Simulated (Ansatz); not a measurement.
**In: relaxing cell and atoms and elastic constants**

Aim: for In, 2 runs in a chain (relaxing cell and atoms and elastic constants).

Computed with Ansatz 0.2.0 (DFT PBE, scalar-relativistic, plane waves, PAW, unless a step's input says otherwise).

### Step 1. Starting point

It takes space group I4/mmm (No. 139, tetragonal). The conventional cell has a = 3.389 Å, b = 3.389 Å, c = 4.595 Å, α = 90.00°, β = 90.00°, γ = 90.00°. In (site symmetry 4/mmm) has 12 In at 3.32 to 3.39 Å in its first shell of neighbours.

Coordinates:

```cif
data_structure
_symmetry_space_group_name_H-M 'I4/mmm'
_symmetry_Int_Tables_number 139
_cell_length_a 3.3894
_cell_length_b 3.3894
_cell_length_c 4.5947
_cell_angle_alpha 90.000
_cell_angle_beta 90.000
_cell_angle_gamma 90.000
_cell_volume 52.79
loop_
_atom_site_label
_atom_site_type_symbol
_atom_site_symmetry_multiplicity
_atom_site_Wyckoff_symbol
_atom_site_fract_x
_atom_site_fract_y
_atom_site_fract_z
_atom_site_occupancy
In1 In 2 a 0.00000 0.00000 0.00000 1
```

The structure rests on an entry of the Materials Project (structure only); cell or positions may have been set otherwise for this series.

### Step 2. Relaxing cell and atoms: In, no spin

Contents of input.yaml:

```yaml
crystal:
  lattice:
    - [-1.6947072674, 1.6947072674, 2.2973723912]
    - [1.6947072674, -1.6947072674, 2.2973723912]
    - [1.6947072674, 1.6947072674, -2.2973723912]
  atoms:
    - { symbol: In, position: [0.0, 0.0, 0.0] }
scf:
  occupations: { method: gaussian, width: 0.1 }
output:
  forces: true
  stress: true
  eigenvalues: true
  write_density: true
  write_potential: true
  elf: true
  volumetric_format: npy
kpoints:
  mp_grid: { grid: [54, 54, 54] }
hamiltonian:
  xc: pbe
relax:
  f_tol: 0.003
  max_steps: 60
  cell: { stress_tol: 0.01 }
```

The run is started by

```
$ ansatz run input.yaml --threads 8 --pin off --max-ram 24576MiB --backend cpu --events-out ev --progress --plain --runs-dir out
```

Standard output:

```text
Warning: RAYON_NUM_THREADS=8 ignored (pool sized by the plan → 8); use --threads N
Engine: ansatz 0.2.0, x86_64-unknown-linux-gnu
Pseudopotentials: kind: paw
Pseudopotential: In, paw, valence charge 13, recommended cutoff 420 eV (normal), In.paw.azcp
Functional definition: PBE
  parameter kappa = 0.804
  parameter beta = 0.06672455060314922
  exchange = pbe_x(kappa = kappa, mu = beta*pi^2/3)
  correlation = pbe_c(beta = beta)
Crystal: 1 atoms, lattice volume = 26.393 Å³
Basis set: ecut = 420 eV, 535 PW (Γ), exchange–correlation on 48×48×48 points (8 copies of the dense FFT grid, shifted against one another)
Bands: 11, of which v1, the nominal top of the filled ones, is band 7 counted from 1 (6 counted from 0)
Symmetry: 16 space group operations
Space group: I4/mmm (ITA 139), of the structure as read, at distance tolerance 3.0e-5 Å
k-points: 10794 of 157464
Non-local potential: In, projectors of the file, l = 0: 2, l = 1: 2, l = 2: 2, l = 3: 2
PAW form: soft (Blöchl's): semilocal exchange-correlation on the pseudo side does not see the compensation charge
PAW one-centre angular grid: In, 590 points (default); XC on 64 Gauss nodes
Initial density: superposition of atomic densities (neutral atoms: chi_scale 0, normalization atom), corrected by the library's trained network
Initial wavefunctions: pseudopotential atomic-orbital guess
Functional: x = pbe(κ = 0.804, μ = 0.2195149727645171), c = pbe(β = 0.06672455060314922)
SCF iter   1: F=—  HF=-5597.841702 eV  |F-HF|=—  |Δ(HF+E_count)|=         —  Δρ=1.03e-3  dr2=1.95e-4  ethr=1.77e-3  ⟨swp⟩=5.0  Hψ=698491  notcnv=0
preconditioner: auto → none  [metal: Δε(μ)=0.001 eV  Ē_g=19.665 eV  σ=0.100 eV  W_gap=0.01  n_scr=8 (ndim 8)  ℏωp=26.1 eV  f_vac=0.000  D(μ)=0.45/eV (n_scr^D=0)  sad-step TF]
SCF iter   2: F=—  HF=-5597.841277 eV  |F-HF|=—  |Δ(HF+E_count)|=   4.24e-4  Δρ=5.72e-4  dr2=8.97e-5  ethr=1.50e-6  ⟨swp⟩=2.0  Hψ=262167  notcnv=0
SCF iter   3: F=—  HF=-5597.841309 eV  |F-HF|=—  |Δ(HF+E_count)|=   3.20e-5  Δρ=5.04e-4  dr2=4.39e-5  ethr=6.90e-7  ⟨swp⟩=2.0  Hψ=184177  notcnv=0
SCF iter   4: F=—  HF=-5597.841287 eV  |F-HF|=—  |Δ(HF+E_count)|=   2.24e-5  Δρ=1.49e-4  dr2=3.58e-6  ethr=3.38e-7  ⟨swp⟩=2.3  Hψ=184115  notcnv=0
SCF iter   5: F=—  HF=-5597.841286 eV  |F-HF|=—  |Δ(HF+E_count)|=   7.39e-7  Δρ=1.27e-4  dr2=2.54e-6  ethr=2.75e-8  ⟨swp⟩=2.0  Hψ=184207  notcnv=0
SCF iter   6: F=—  HF=-5597.841285 eV  |F-HF|=—  |Δ(HF+E_count)|=   1.15e-6  Δρ=6.30e-5  dr2=6.09e-7  ethr=1.95e-8  ⟨swp⟩=2.0  Hψ=169962  notcnv=0
SCF iter   7: F=-5597.841284 eV  HF=-5597.841284 eV  |F-HF|=4.18e-8  |Δ(HF+E_count)|=   3.57e-7  Δρ=1.47e-5  dr2=3.32e-8  ethr=7.69e-10  ⟨swp⟩=7.7  Hψ=694136  notcnv=0
SCF 1 converged in 7 iterations: F = -5597.841284 eV  dr2 = 3.32e-8
relax step   1: F+E_penalty+E_count = -5597.84128441 eV  Δ(F+E_penalty+E_count) = +0.000e0 eV  max|allowed force component| = 0.000e0 eV/Å  Δτ_max = 0.0000 Å  P = +1.606 GPa  Ω = 26.393 Å³  (7 SCF iters, dr2 threshold 1.00e-7 eV, accepted)
Crystal: 1 atoms, lattice volume = 27.326 Å³
Initial density: handed on by an earlier stage of this run
Initial wavefunctions: those handed on with the density
iter 1 solved again at ethr=1.04e-6 eV; its pass at ethr=3.10e-3 eV (dr2=1.35e-4 eV) is discarded
SCF iter   1: F=—  HF=-5597.846273 eV  |F-HF|=—  |Δ(HF+E_count)|=         —  Δρ=6.65e-4  dr2=1.53e-4  ethr=1.04e-6  ⟨swp⟩=2.3  Hψ=1077126  notcnv=0
preconditioner: auto → none  [metal: Δε(μ)=0.002 eV  Ē_g=19.491 eV  σ=0.100 eV  W_gap=0.01  n_scr=8 (ndim 8)  ℏωp=25.6 eV  f_vac=0.000  D(μ)=0.46/eV (n_scr^D=0)]
SCF iter   2: F=—  HF=-5597.846233 eV  |F-HF|=—  |Δ(HF+E_count)|=   4.10e-5  Δρ=3.85e-4  dr2=2.17e-5  ethr=1.04e-6  ⟨swp⟩=2.6  Hψ=202875  notcnv=0
SCF iter   3: F=—  HF=-5597.846232 eV  |F-HF|=—  |Δ(HF+E_count)|=   3.68e-7  Δρ=9.64e-5  dr2=1.96e-6  ethr=1.67e-7  ⟨swp⟩=1.0  Hψ=118734  notcnv=0
SCF iter   4: F=-5597.846232 eV  HF=-5597.846232 eV  |F-HF|=2.26e-9  |Δ(HF+E_count)|=   1.33e-7  Δρ=5.77e-6  dr2=6.94e-9  ethr=7.69e-10  ⟨swp⟩=7.1  Hψ=864474  notcnv=0
SCF 2 converged in 4 iterations: F = -5597.846232 eV  dr2 = 6.94e-9
relax step   2: F+E_penalty+E_count = -5597.84623229 eV  Δ(F+E_penalty+E_count) = -4.948e-3 eV  max|allowed force component| = 0.000e0 eV/Å  Δτ_max = 0.0000 Å  P = +0.223 GPa  Ω = 27.326 Å³  energy of the carried Pulay correction = -2.462e-4 eV  (4 SCF iters, dr2 threshold 1.00e-7 eV, accepted)
Crystal: 1 atoms, lattice volume = 27.484 Å³
iter 1 solved again at ethr=2.07e-8 eV; its pass at ethr=3.10e-3 eV (dr2=2.69e-6 eV) is discarded
SCF iter   1: F=—  HF=-5597.846320 eV  |F-HF|=—  |Δ(HF+E_count)|=         —  Δρ=1.08e-4  dr2=4.00e-6  ethr=2.07e-8  ⟨swp⟩=3.1  Hψ=1021279  notcnv=0
preconditioner: auto → none  [metal: Δε(μ)=0.000 eV  Ē_g=19.446 eV  σ=0.100 eV  W_gap=0.00  n_scr=8 (ndim 8)  ℏωp=25.5 eV  f_vac=0.000  D(μ)=0.46/eV (n_scr^D=0)]
SCF iter   2: F=—  HF=-5597.846319 eV  |F-HF|=—  |Δ(HF+E_count)|=   8.54e-7  Δρ=6.33e-5  dr2=5.88e-7  ethr=2.07e-8  ⟨swp⟩=2.0  Hψ=185437  notcnv=0
SCF iter   3: F=-5597.846319 eV  HF=-5597.846319 eV  |F-HF|=3.21e-9  |Δ(HF+E_count)|=   4.10e-8  Δρ=1.60e-5  dr2=5.32e-8  ethr=7.69e-10  ⟨swp⟩=8.5  Hψ=728277  notcnv=0
SCF 3 converged in 3 iterations: F = -5597.846319 eV  dr2 = 5.32e-8
relax step   3: F+E_penalty+E_count = -5597.84631896 eV  Δ(F+E_penalty+E_count) = -8.667e-5 eV  max|allowed force component| = 0.000e0 eV/Å  Δτ_max = 0.0000 Å  P = +0.017 GPa  Ω = 27.484 Å³  energy of the carried Pulay correction = -2.865e-4 eV  (3 SCF iters, dr2 threshold 1.00e-7 eV, accepted)
Crystal: 1 atoms, lattice volume = 27.504 Å³
iter 1 solved again at ethr=6.02e-9 eV; its pass at ethr=3.10e-3 eV (dr2=7.83e-7 eV) is discarded
SCF iter   1: F=—  HF=-5597.846323 eV  |F-HF|=—  |Δ(HF+E_count)|=         —  Δρ=3.30e-5  dr2=2.69e-7  ethr=6.02e-9  ⟨swp⟩=3.5  Hψ=1017205  notcnv=0
preconditioner: auto → none  [metal: Δε(μ)=0.001 eV  Ē_g=19.440 eV  σ=0.100 eV  W_gap=0.00  n_scr=8 (ndim 8)  ℏωp=25.5 eV  f_vac=0.000  D(μ)=0.46/eV (n_scr^D=0)]
SCF iter   2: F=—  HF=-5597.846323 eV  |F-HF|=—  |Δ(HF+E_count)|=   1.28e-7  Δρ=1.93e-5  dr2=5.47e-8  ethr=2.07e-9  ⟨swp⟩=2.0  Hψ=188317  notcnv=0
SCF iter   3: F=-5597.846323 eV  HF=-5597.846323 eV  |F-HF|=1.30e-9  |Δ(HF+E_count)|=   1.49e-8  Δρ=3.41e-6  dr2=3.43e-9  ethr=7.80e-11  ⟨swp⟩=6.0  Hψ=631747  notcnv=0
SCF 4 converged in 3 iterations: F = -5597.846323 eV  dr2 = 3.43e-9
relax step   4: F+E_penalty+E_count = -5597.84632342 eV  Δ(F+E_penalty+E_count) = -4.459e-6 eV  max|allowed force component| = 0.000e0 eV/Å  Δτ_max = 0.0000 Å  P = -0.009 GPa  Ω = 27.504 Å³  energy of the carried Pulay correction = -2.917e-4 eV  (3 SCF iters, dr2 threshold 1.01e-8 eV, accepted)
Crystal: 1 atoms, lattice volume = 27.499 Å³
iter 1 solved again at ethr=8.71e-8 eV; its pass at ethr=3.10e-3 eV (dr2=1.13e-5 eV) is discarded
SCF iter   1: F=—  HF=-5597.846353 eV  |F-HF|=—  |Δ(HF+E_count)|=         —  Δρ=6.29e-5  dr2=6.29e-7  ethr=8.71e-8  ⟨swp⟩=3.5  Hψ=1024546  notcnv=0
preconditioner: auto → none  [metal: Δε(μ)=0.002 eV  Ē_g=19.440 eV  σ=0.100 eV  W_gap=0.01  n_scr=8 (ndim 8)  ℏωp=25.5 eV  f_vac=0.000  D(μ)=0.46/eV (n_scr^D=0)]
SCF iter   2: F=—  HF=-5597.846354 eV  |F-HF|=—  |Δ(HF+E_count)|=   3.59e-7  Δρ=3.29e-5  dr2=1.73e-7  ethr=4.84e-9  ⟨swp⟩=1.0  Hψ=118742  notcnv=0
SCF iter   3: F=-5597.846354 eV  HF=-5597.846354 eV  |F-HF|=2.27e-9  |Δ(HF+E_count)|=   1.25e-7  Δρ=3.35e-6  dr2=2.21e-9  ethr=2.33e-11  ⟨swp⟩=6.9  Hψ=758115  notcnv=0
SCF 5 converged in 3 iterations: F = -5597.846354 eV  dr2 = 2.21e-9
relax step   5: F+E_penalty+E_count = -5597.84635389 eV  Δ(F+E_penalty+E_count) = -3.047e-5 eV  max|allowed force component| = 0.000e0 eV/Å  Δτ_max = 0.0000 Å  P = -0.001 GPa  Ω = 27.499 Å³  energy of the carried Pulay correction = -2.905e-4 eV  (3 SCF iters, dr2 threshold 3.03e-9 eV, accepted)
Crystal: 1 atoms, lattice volume = 27.498 Å³
iter 1 solved again at ethr=1.81e-8 eV; its pass at ethr=3.10e-3 eV (dr2=2.35e-6 eV) is discarded
SCF iter   1: F=—  HF=-5597.846360 eV  |F-HF|=—  |Δ(HF+E_count)|=         —  Δρ=2.87e-5  dr2=1.36e-7  ethr=1.81e-8  ⟨swp⟩=3.5  Hψ=1022920  notcnv=0
preconditioner: auto → none  [metal: Δε(μ)=0.000 eV  Ē_g=19.440 eV  σ=0.100 eV  W_gap=0.00  n_scr=8 (ndim 8)  ℏωp=25.5 eV  f_vac=0.000  D(μ)=0.46/eV (n_scr^D=0)]
SCF iter   2: F=—  HF=-5597.846360 eV  |F-HF|=—  |Δ(HF+E_count)|=   1.23e-7  Δρ=1.48e-5  dr2=3.62e-8  ethr=1.05e-9  ⟨swp⟩=1.0  Hψ=118995  notcnv=0
SCF iter   3: F=—  HF=-5597.846360 eV  |F-HF|=—  |Δ(HF+E_count)|=   2.64e-8  Δρ=2.88e-6  dr2=1.72e-9  ethr=2.79e-10  ⟨swp⟩=2.0  Hψ=135661  notcnv=0
SCF iter   4: F=-5597.846360 eV  HF=-5597.846360 eV  |F-HF|=0.00e0  |Δ(HF+E_count)|=  7.98e-10  Δρ=2.34e-7  dr2=6.13e-12  ethr=8.34e-12  ⟨swp⟩=6.5  Hψ=567946  notcnv=0
SCF 6 converged in 4 iterations: F = -5597.846360 eV  dr2 = 6.13e-12
relax step   6: F+E_penalty+E_count = -5597.84636010 eV  Δ(F+E_penalty+E_count) = -6.210e-6 eV  max|allowed force component| = 0.000e0 eV/Å  Δτ_max = 0.0000 Å  P = -0.000 GPa  Ω = 27.498 Å³  energy of the carried Pulay correction = -2.905e-4 eV  (4 SCF iters, dr2 threshold 1.08e-9 eV, accepted)
iter 1 solved again at ethr=1.02e-8 eV; its pass at ethr=3.10e-3 eV (dr2=1.32e-6 eV) is discarded
SCF iter   1: F=—  HF=-5597.846361 eV  |F-HF|=—  |Δ(HF+E_count)|=         —  Δρ=2.15e-5  dr2=7.69e-8  ethr=1.02e-8  ⟨swp⟩=3.5  Hψ=1022225  notcnv=0
SCF iter   2: F=—  HF=-5597.846362 eV  |F-HF|=—  |Δ(HF+E_count)|=   1.71e-7  Δρ=1.12e-5  dr2=2.09e-8  ethr=5.92e-10  ⟨swp⟩=1.0  Hψ=118746  notcnv=0
SCF iter   3: F=—  HF=-5597.846362 eV  |F-HF|=—  |Δ(HF+E_count)|=   1.44e-8  Δρ=6.01e-7  dr2=6.81e-11  ethr=1.61e-10  ⟨swp⟩=2.0  Hψ=134932  notcnv=0
SCF iter   4: F=—  HF=-5597.846362 eV  |F-HF|=—  |Δ(HF+E_count)|=  2.91e-11  Δρ=1.37e-7  dr2=2.94e-12  ethr=5.23e-13 (applied; sched 1.00e-12)  ⟨swp⟩=2.0  Hψ=187014  notcnv=0
SCF iter   5: F=-5597.846362 eV  HF=-5597.846362 eV  |F-HF|=1.82e-12  |Δ(HF+E_count)|=    0.00e0  Δρ=2.69e-8  dr2=9.26e-14  ethr=1.00e-12  ⟨swp⟩=4.7  Hψ=389639  notcnv=0
SCF 7 converged in 5 iterations: F = -5597.846362 eV  dr2 = 9.26e-14
relax step   7: F+E_penalty+E_count = -5597.84636157 eV  Δ(F+E_penalty+E_count) = -1.468e-6 eV  max|allowed force component| = 0.000e0 eV/Å  Δτ_max = 0.0000 Å  P = +0.000 GPa  Ω = 27.498 Å³  energy of the carried Pulay correction = -2.904e-4 eV  (5 SCF iters, accepted)
Initial wavefunctions: pseudopotential atomic-orbital guess (no wavefunctions were taken with the density)
iter 1 solved again at ethr=4.86e-8 eV; its pass at ethr=3.10e-3 eV (dr2=6.32e-6 eV) is discarded
SCF iter   1: F=—  HF=-5597.846637 eV  |F-HF|=—  |Δ(HF+E_count)|=         —  Δρ=7.90e-5  dr2=3.24e-7  ethr=4.86e-8  ⟨swp⟩=3.6  Hψ=1058070  notcnv=0
SCF iter   2: F=—  HF=-5597.846638 eV  |F-HF|=—  |Δ(HF+E_count)|=   6.41e-7  Δρ=3.43e-5  dr2=6.07e-8  ethr=2.49e-9  ⟨swp⟩=2.0  Hψ=174297  notcnv=0
SCF iter   3: F=—  HF=-5597.846638 eV  |F-HF|=—  |Δ(HF+E_count)|=   1.31e-7  Δρ=8.83e-6  dr2=3.23e-9  ethr=4.67e-10  ⟨swp⟩=2.0  Hψ=136415  notcnv=0
SCF iter   4: F=—  HF=-5597.846638 eV  |F-HF|=—  |Δ(HF+E_count)|=   1.04e-8  Δρ=9.78e-7  dr2=9.07e-11  ethr=2.49e-11  ⟨swp⟩=2.0  Hψ=188914  notcnv=0
SCF iter   5: F=-5597.846638 eV  HF=-5597.846638 eV  |F-HF|=9.09e-13  |Δ(HF+E_count)|=  1.16e-10  Δρ=3.97e-8  dr2=1.96e-13  ethr=1.00e-12  ⟨swp⟩=4.1  Hψ=509332  notcnv=0
SCF 8 converged in 5 iterations: F = -5597.846638 eV  dr2 = 1.96e-13
relax step   8: F+E_penalty+E_count = -5597.84663797 eV  Δ(F+E_penalty+E_count) = -2.764e-4 eV  max|allowed force component| = 0.000e0 eV/Å  Δτ_max = 0.0000 Å  P = -0.005 GPa  Ω = 27.498 Å³  stress off target by 7.50e-3 GPa  SCF on the basis re-selected at this cell (its energy is not comparable with the rows above)  (5 SCF iters)
basis re-selected at this cell: Δ(F+E_penalty+E_count) = -2.764e-4 eV, ΔP = -0.005 GPa vs the last step (what re-selecting the basis moved, of the pressure what is left beyond the Pulay correction that the steps carried, after the strain that the cell walked since its last selection, with what the two solves' SCF thresholds leave and, on support functions, any second-order correction that the steps lacked; it is no measure of the basis error at this ecutwfc). This SCF's stress stands 7.50e-3 GPa from its target on what of the cell is left free (relax.cell.stress_tol is 1.00e-2 GPa) and its largest allowed force component is 0.00e0 eV/Å (relax.f_tol is 3.00e-3 eV/Å): within both
SCF converged after 5 iterations
Free energy (F): -5597.846638 eV
Harris-Foulkes:  -5597.846638 eV  (|F-HF|=9.09e-13)
Internal energy: -5597.844339 eV  (E = F + TS)
E sigma→0 (E₀):  -5597.845489 eV
Entropy (-TS):   -0.002299 eV (-2.299 meV/atom)
Fermi energy:    9.580858 eV
--- Per-component energies (eV) ---
  E_band       = -31.575995
  E_kinetic    = 240.830572
  E_local      = -1105.132895  (includes V_loc(G=0)·N_el)
  E_nonlocal   = 366.030561
  E_hartree    = 432.564167
  E_xc         = -215.812348
  E_vxc        = -99.708332  (∫ρ·V_xc dr)
  E_paw        = -4151.993541  (= ΣΔE_a)
  E_vpaw       = -298.724247  (= ΣTr[D̂ρ^β])
  E_aug_tail   = 0.000025  (compensation charges beyond the density's cutoff)
  E_ewald      = -1164.330880
  E_smearing   = -0.002299  (= −TS)
  E_closure    = 0.000000  (closes the sum)
  Σ components = -5597.846638   (vs F -5597.846638, Δ=0.00e0)
--- Forces (eV/Å), atoms counted from 1 ---
  atom   1  In    -0.00000000     0.00000000    -0.00000000
  max |Σ_I F_I| component: 1.48e-31 eV/Å
--- Stress (GPa, compression-positive) ---
       -0.004038       0.000000       0.000000
        0.000000      -0.004038      -0.000000
       -0.000000       0.000000      -0.007505
  P = ⅓ Tr σ = -0.0052 GPa (-0.052 kbar)
--- Band table (eV; the first three rows and the last of 10794) ---
  k-point 0: bands = ["-5.0235", "-5.0235", "-4.9894", "-4.8810", "-4.8461", "0.3683", "19.6582", "19.7333", "19.7333", "20.9883", "23.1330"]
  k-point 1: bands = ["-5.0241", "-5.0224", "-4.9885", "-4.8813", "-4.8461", "0.3778", "19.5908", "19.6662", "19.6949", "20.9299", "23.2079"]
  k-point 2: bands = ["-5.0259", "-5.0192", "-4.9859", "-4.8823", "-4.8457", "0.4060", "19.4049", "19.4813", "19.5837", "20.7747", "23.4125"]
  k-point 10793: bands = ["-5.1908", "-5.1168", "-4.7380", "-4.6878", "-4.6878", "7.7185", "7.7190", "13.2454", "13.2454", "16.3867", "16.7484"]
--- Relaxed structure (7 steps of the walk, 7 accepted, 1 SCFs on fresh bases) ---
  F+E_penalty+E_count = -5597.84663797 eV   max|allowed force component| = 0.000e0 eV/Å   (the final SCF, on the basis selected at the relaxed cell)
  cell:  # Å, volume = 27.4980 Å³
    - [-1.7108981979843205, 1.7108981979843205, 2.348508089715038]
    - [1.7108981979843205, -1.7108981979843205, 2.348508089715038]
    - [1.7108981979843205, 1.7108981979843205, -2.348508089715038]
  atoms:
    - { symbol: In, position: [0.0, 0.0, 0.0] }
```

Wall time 8.1 min (8 threads of Intel Xeon at 2.50GHz (Skylake/Cascade Lake), shared host); peak memory 3.8 GiB.

Relaxation path:

| step | E - E(step 1) (eV/cell) | largest force component (eV/Å) | pressure (GPa) | volume (Å³) |
| --- | --- | --- | --- | --- |
| 1 | 0.0000 | 0.0000 | 1.61 | 26.39 |
| 2 | -0.0049 | 0.0000 | 0.22 | 27.33 |
| 3 | -0.0050 | 0.0000 | 0.02 | 27.48 |
| 4 | -0.0050 | 0.0000 | -0.01 | 27.50 |
| 5 | -0.0051 | 0.0000 | 0.00 | 27.50 |
| 6 | -0.0051 | 0.0000 | 0.00 | 27.50 |
| 7 | -0.0051 | 0.0000 | 0.00 | 27.50 |
| 8 | -0.0054 | 0.0000 | -0.01 | 27.50 |

Step 1 is the start. Step 8 repeats the geometry before it on a plane-wave basis chosen anew for that cell, so its energy need not be comparable with the rows above.

Lengths and angles in the start's conventional setting:

|  | before | after | change |
| --- | --- | --- | --- |
| a (Å) | 3.389 | 3.422 | +1.0 % |
| b (Å) | 3.389 | 3.422 | +1.0 % |
| c (Å) | 4.595 | 4.697 | +2.2 % |
| volume (Å³/atom) | 26.39 | 27.50 | +4.2 % |
| shortest distance (Å) | 3.320 | 3.372 | +1.6 % |
| space group (0.01 Å) | I4/mmm | I4/mmm | same |

Forces and stress were held to the start's 16 operations: a distortion of lower symmetry was not tested.

Axes a, b and c in the maps are those of this run's conventional cell (a, b, c = 3.422, 3.422, 4.697 Å).

Density in a lattice plane of the grid's cell (edges 3.42 and 4.70 Å, at 0.000 of the third edge), which holds In.

Values in e/Å³, 12 rows by 8 columns:
```
 7.06  3.64  0.70  0.17  0.11  0.17  0.70  3.64
 1.38  0.81  0.28  0.13  0.09  0.13  0.28  0.81
 0.25  0.21  0.14  0.10  0.09  0.10  0.14  0.21
 0.10  0.09  0.09  0.09  0.09  0.09  0.09  0.09
 0.06  0.06  0.08  0.10  0.11  0.10  0.08  0.06
 0.05  0.05  0.08  0.10  0.11  0.10  0.08  0.05
 0.06  0.06  0.08  0.10  0.11  0.10  0.08  0.06
 0.10  0.09  0.09  0.09  0.09  0.09  0.09  0.09
 0.25  0.21  0.14  0.10  0.09  0.10  0.14  0.21
 1.38  0.81  0.28  0.13  0.09  0.13  0.28  0.81
 7.06  3.64  0.70  0.17  0.11  0.17  0.70  3.64
12.95  6.39  1.08  0.20  0.11  0.20  1.08  6.39
```
Columns run along the first of these edges and rows up along the second, over one cell in 8 and 12 even steps from the bottom left corner. Atoms in the plane (fractional): In at (0.00, 0.00).

ELF in the same plane.

Ten even steps from '0' (0.00) to '9' (0.29):
```
001599899899899510
225898899899889852
789998998889989998
999889998889998899
888999988888999988
999988888888888999
777777888888877777
555567788888776555
334456788888765443
333456788888765433
334456788888765443
555567788888776555
777777888888877777
999988888888888999
888999988888999988
999889998889998899
789998998889989998
225898899899889852
001599899899899510
000499889898899400
```
Columns run along the first of these edges and rows up along the second, over one cell in 18 and 20 even steps from the bottom left corner. Atoms in the plane (fractional): In at (0.00, 0.00).

Both are smooth fields of the valence electrons: close to the nuclei they are not physical.

### Step 3. Elastic constants: mesh 52×52×52

It takes the final geometry of step 2.

Contents of input.yaml:

```yaml
crystal:
  lattice:
    - [-1.710898198, 1.710898198, 2.3485080897]
    - [1.710898198, -1.710898198, 2.3485080897]
    - [1.710898198, 1.710898198, -2.3485080897]
  atoms:
    - { symbol: In, position: [0.0, 0.0, 0.0] }
scf:
  occupations: { method: gaussian, width: 0.1 }
output:
  eigenvalues: true
kpoints:
  mp_grid: { grid: [52, 52, 52] }
hamiltonian:
  xc: pbe
elastic:
  mode: relaxed_ion
  amplitude: 0.005
  stencil: two_point
```

The run is started by

```
$ ansatz run input.yaml --threads 8 --pin off --max-ram 24576MiB --backend cpu --events-out ev --progress --plain --runs-dir out
```

Standard output, shortened:

```text
Warning: RAYON_NUM_THREADS=8 ignored (pool sized by the plan → 8); use --threads N
[...]
Pseudopotentials: kind: paw
Pseudopotential: In, paw, valence charge 13, recommended cutoff 420 eV (normal), In.paw.azcp
Functional definition: PBE
[...]
Crystal: 1 atoms, lattice volume = 27.498 Å³
Basis set: ecut = 420 eV, 535 PW (Γ), exchange–correlation on 48×48×48 points (8 copies of the dense FFT grid, shifted against one another)
Bands: 11, of which v1, the nominal top of the filled ones, is band 7 counted from 1 (6 counted from 0)
Symmetry: 16 space group operations
Space group: I4/mmm (ITA 139), of the structure as read, at distance tolerance 3.0e-5 Å
k-points: 9673 of 140608
[...]
SCF iter   1: F=—  HF=-5597.847061 eV  |F-HF|=—  |Δ(HF+E_count)|=         —  Δρ=1.09e-3  dr2=1.95e-4  ethr=1.77e-3  ⟨swp⟩=5.0  Hψ=624544  notcnv=0
[...]
     5.000e-3       0.1821       -5597.8465684       5  1789946    556   relax 0 steps, max|allowed force component| 0.00e0 eV/Å
  strain η (Voigt 23):  stress-route row diagonal C_44 = 9.06 GPa, energy-path curvature d²(F+E_count+ΔE)/dδ²/Ω₀ = 9.09 GPa
         δ    σ_23 (GPa)             F (eV)   n_scf  n_hpsi   n_pw
    -5.000e-3      -0.0453       -5597.8466202       6  7158439    552   relax 0 steps, max|allowed force component| 0.00e0 eV/Å
     5.000e-3       0.0453       -5597.8466202       4  6312286    552   relax 0 steps, max|allowed force component| 0.00e0 eV/Å
  strain η (Voigt 12):  stress-route row diagonal C_66 = -1.43 GPa, energy-path curvature d²(F+E_count+ΔE)/dδ²/Ω₀ = -1.47 GPa
         δ    σ_12 (GPa)             F (eV)   n_scf  n_hpsi   n_pw
    -5.000e-3       0.0072       -5597.8466429       6  3705453    551   relax 0 steps, max|allowed force component| 0.00e0 eV/Å
     5.000e-3      -0.0072       -5597.8466429       4  3244363    551   relax 0 steps, max|allowed force component| 0.00e0 eV/Å
```

It took 25 min on 8 threads of Intel Xeon at 2.50GHz (Skylake/Cascade Lake), shared host; peak memory 11 GiB.

### Step 4. Summary of results

```
step  volume (Å³/atom)  pressure (GPa)  energy (eV)  gap on the mesh (eV)     time
   2             27.50             0.0    -5597.845                  0.00  8.1 min
```

```
                           quantity                                                                      value
relaxed cell, step 2 (conventional)  a = 3.422 Å, b = 3.422 Å, c = 4.697 Å, α = 90.00°, β = 90.00°, γ = 90.00°
        C11, C12, C44 (relaxed-ion)                                                              44, 30, 9 GPa
        C33, C13, C66 (relaxed-ion)                                                             39, 33, -1 GPa
```

Stability against strain is too close to call: the least eigenvalue, -1.4 GPa, is small, and the k mesh of this metal was not tested.
